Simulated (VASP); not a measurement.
## Input and output of a VASP LDA relaxation of cell and atoms on BP (zincblende)

INCAR

```
EDIFF = 1E-7
IBRION = 2
LASPH = .TRUE.
ISMEAR = -1
NELM = 120
NSW = 40
LCHARG = .FALSE.
ISIF = 3
EDIFFG = -5E-3
PREC = Accurate
NBANDS = 11
LREAL = .FALSE.
LWAVE = .FALSE.
SIGMA = 0.02
GGA = CA
ENCUT = 600
```

KPOINTS

```
KPOINTS created by Atomic Simulation Environment
0
Gamma
8 8 8
0 0 0
```

POSCAR

```
B  P
 1.0000000000000000
     0.0000000000000000    2.2741914318496281    2.2741914318496281
     2.2741914318496281    0.0000000000000000    2.2741914318496281
     2.2741914318496281    2.2741914318496281    0.0000000000000000
 B   P
   1   1
Cartesian
  0.0000000000000000  0.0000000000000000  0.0000000000000000
  1.1370957159248141  1.1370957159248141  1.1370957159248141
```

VASP ran with the recommended LDA PAW datasets (8 valence electrons in the cell).

From OUTCAR

```
k-points           NKPTS =     29   k-points in BZ     NKDIM =     29   number of bands    NBANDS=     11

   NELECT =       8.0000    total number of electrons

   dimension x,y,z NGX =    28 NGY =   28 NGZ =   28
   dimension x,y,z NGXF=    56 NGYF=   56 NGZF=   56

  energy-cutoff  :      600.00
  volume of cell :       22.63
      direct lattice vectors                 reciprocal lattice vectors
    -0.000000000  2.244974732  2.244974732    -0.222719656  0.222719656  0.222719656
     2.244974732  0.000000000  2.244974732     0.222719656 -0.222719656  0.222719656
     2.244974732  2.244974732  0.000000000     0.222719656  0.222719656 -0.222719656

 k-points in reciprocal lattice and weights: KPOINTS created by Atomic Simulation Env
   0.00000000  0.00000000  0.00000000       0.002
   0.12500000  0.00000000  0.00000000       0.016
   0.25000000  0.00000000  0.00000000       0.016
   0.37500000  0.00000000  0.00000000       0.016
   0.50000000  0.00000000  0.00000000       0.008
   0.12500000  0.12500000  0.00000000       0.012
   0.25000000  0.12500000  0.00000000       0.047
   0.37500000  0.12500000  0.00000000       0.047
   ...

 E-fermi :   8.1645

 k-point     1 :       0.0000    0.0000    0.0000
  band No.  band energies     occupation
      1      -7.8827      2.00000
      2       7.7916      2.00000
      3       7.7916      2.00000
      4       7.7916      2.00000
      5      11.2208      0.00000
      6      11.2208      0.00000
      7      11.2208      0.00000
      8      15.6522      0.00000
      9      19.2755      0.00000
     10      20.0672      0.00000
     11      20.0672      0.00000

 k-point     2 :       0.1250    0.0000    0.0000
  band No.  band energies     occupation
      1      -7.5945      2.00000
      2       5.9170      2.00000
      3       7.3536      2.00000
      4       7.3536      2.00000
      5      11.7906      0.00000
      6      11.8254      0.00000
      7      11.8254      0.00000
      8      16.3597      0.00000
      9      19.0912      0.00000
     10      19.0912      0.00000
     11      20.1279      0.00000

 k-point     3 :       0.2500    0.0000    0.0000
  band No.  band energies     occupation
      1      -6.7477      2.00000
      2       2.8737      2.00000
      3       6.6529      2.00000
      4       6.6529      2.00000
      5      11.9311      0.00000
      6      12.5930      0.00000
      7      12.5930      0.00000
      8      17.5698      0.00000
      9      18.8163      0.00000
     10      18.8163      0.00000
     11      20.8976      0.00000

 k-point     4 :       0.3750    0.0000    0.0000
  band No.  band energies     occupation
      1      -5.4425      2.00000
      2       0.0814      2.00000
      3       6.1699      2.00000
      4       6.1699      2.00000
      5      11.8223      0.00000
      6      12.6158      0.00000
      7      12.6158      0.00000
      8      17.9081      0.00000
      9      20.5290      0.00000
     10      20.5290      0.00000
     11      21.7406      0.00000

 k-point     5 :       0.5000    0.0000    0.0000
  band No.  band energies     occupation
      1      -4.4283      2.00000
      2      -1.4471      2.00000
      3       6.0050      2.00000
      4       6.0050      2.00000
      5      11.7674      0.00000
      6      12.4939      0.00000
      7      12.4939      0.00000
      8      17.8272      0.00000
      9      22.5757      0.00000
     10      22.5757      0.00000
     11      22.6509      0.00000

 k-point     6 :       0.1250    0.1250    0.0000
  band No.  band energies     occupation
      1      -7.4982      2.00000
      2       6.5802      2.00000
      3       6.5802      2.00000
      4       6.6522      2.00000
      5      10.5576      0.00000
      6      12.8497      0.00000
      7      12.8497      0.00000
      8      15.6462      0.00000
      9      18.3775      0.00000
     10      20.4815      0.00000
     11      20.4900      0.00000

 k-point     7 :       0.2500    0.1250    0.0000
  band No.  band energies     occupation
      1      -6.8358      2.00000
      2       3.9596      2.00000
      3       5.8254      2.00000
      4       6.2681      2.00000
      5      10.8483      0.00000
      6      13.5783      0.00000
      7      13.9275      0.00000
      8      14.9039      0.00000
      9      19.3210      0.00000
     10      20.4587      0.00000
     11      21.7595      0.00000

 k-point     8 :       0.3750    0.1250    0.0000
  band No.  band energies     occupation
      1      -5.6660      2.00000
      2       1.1150      2.00000
      3       5.4319      2.00000
      4       5.4671      2.00000
      5      11.2930      0.00000
      6      13.5985      0.00000
      7      14.0271      0.00000
      8      15.7192      0.00000
      9      20.2798      0.00000
     10      21.6450      0.00000
     11      22.4084      0.00000

 k-point     9 :       0.5000    0.1250    0.0000
  band No.  band energies     occupation
      1      -4.3562      2.00000
      2      -1.0136      2.00000
      3       4.8174      2.00000
      4       5.4692      2.00000
      5      11.4434      0.00000
      6      13.4728      0.00000
      7      13.5638      0.00000
      8      17.7292      0.00000
      9      20.3093      0.00000
     10      22.5776      0.00000
     11      23.4610      0.00000

 k-point    10 :      -0.3750    0.1250    0.0000
  band No.  band energies     occupation
      1      -4.7409      2.00000
      2      -0.4581      2.00000
      3       4.5108      2.00000
      4       5.9071      2.00000
      5      11.8396      0.00000
      6      13.1910      0.00000
      7      13.4752      0.00000
      8      18.1290      0.00000
      9      19.8274      0.00000
     10      20.7963      0.00000
     11      23.6371      0.00000

 k-point    11 :      -0.2500    0.1250    0.0000
  band No.  band energies     occupation
      1      -6.1062      2.00000
      2       2.0403      2.00000
      3       4.6390      2.00000
      4       6.6345      2.00000
      5      12.3398      0.00000
      6      12.7912      0.00000
      7      13.5553      0.00000
      8      16.7999      0.00000
      9      17.7351      0.00000
     10      21.1257      0.00000
     11      22.7889      0.00000

 k-point    12 :      -0.1250    0.1250    0.0000
  band No.  band energies     occupation
      1      -7.1191      2.00000
      2       4.7288      2.00000
      3       5.4334      2.00000
      4       7.3514      2.00000
      5      11.9788      0.00000
      6      12.3064      0.00000
      7      13.0052      0.00000
      8      16.3938      0.00000
      9      17.6457      0.00000
     10      20.2094      0.00000
     11      21.3225      0.00000

 k-point    13 :       0.2500    0.2500    0.0000
  band No.  band energies     occupation
      1      -6.3633      2.00000
      2       4.1470      2.00000
      3       4.9847      2.00000
      4       4.9847      2.00000
      5       9.5478      0.00000
      6      12.6851      0.00000
      7      15.6326      0.00000
      8      15.6326      0.00000
      9      20.2528      0.00000
     10      21.6914      0.00000
     11      23.2802      0.00000

 k-point    14 :       0.3750    0.2500    0.0000
  band No.  band energies     occupation
      1      -5.3667      2.00000
      2       2.1112      2.00000
      3       4.0360      2.00000
      4       4.5176      2.00000
      5       9.9050      0.00000
      6      12.2426      0.00000
      7      16.3534      0.00000
      8      16.4027      0.00000
      9      21.5354      0.00000
     10      22.7071      0.00000
     11      24.3066      0.00000

 k-point    15 :       0.5000    0.2500    0.0000
  band No.  band energies     occupation
      1      -4.0432      2.00000
      2      -0.0054      2.00000
      3       2.9097      2.00000
      4       4.5233      2.00000
      5      10.2475      0.00000
      6      14.2062      0.00000
      7      16.0287      0.00000
      8      16.3409      0.00000
      9      21.0627      0.00000
     10      22.7477      0.00000
     11      25.3838      0.00000

 k-point    16 :      -0.3750    0.2500    0.0000
  band No.  band energies     occupation
      1      -3.7148      2.00000
      2      -0.4180      2.00000
      3       2.2192      2.00000
      4       4.9927      2.00000
      5      10.7526      0.00000
      6      15.3389      0.00000
      7      15.9329      0.00000
      8      17.4921      0.00000
      9      18.8702      0.00000
     10      19.7800      0.00000
     11      25.7637      0.00000

 ...

  Total       -0.0031249     -0.0031249     -0.0031249     -0.0000000      0.0000000      0.0000000
  in kB       -0.2212479     -0.2212479     -0.2212479     -0.0000000      0.0000000      0.0000000
  external PRESSURE =      -0.2212479 kB  Pullay stress =       0.0000000 kB

 POSITION                                       TOTAL-FORCE (eV/Angst)
 -----------------------------------------------------------------------------------
      0.00000      0.00000      0.00000        -0.000000     -0.000000     -0.000000
      1.12249      1.12249      1.12249         0.000000      0.000000      0.000000
 -----------------------------------------------------------------------------------
    total drift:                               -0.000000     -0.000000     -0.000000

  FREE ENERGIE OF THE ION-ELECTRON SYSTEM (eV)
  ---------------------------------------------------
  free  energy   TOTEN  =       -14.3993418825 eV

  energy  without entropy=      -14.3993418825  energy(sigma->0) =      -14.39934188
```

CONTCAR

```
B  P
   1.00000000000000
    -0.0000000000000000    2.2449747318071758    2.2449747318071758
     2.2449747318071758    0.0000000000000000    2.2449747318071758
     2.2449747318071758    2.2449747318071758    0.0000000000000000
  B               P
     1     1
Direct
     0.0000000000000000    0.0000000000000000    0.0000000000000000
     0.2500000000000000    0.2500000000000000    0.2500000000000000

  0.00000000E+00  0.00000000E+00  0.00000000E+00
  0.00000000E+00  0.00000000E+00  0.00000000E+00
```

- relaxed cell vector lengths: 3.175, 3.175, 3.175 Å
- relaxed cell volume: 22.63 Å³
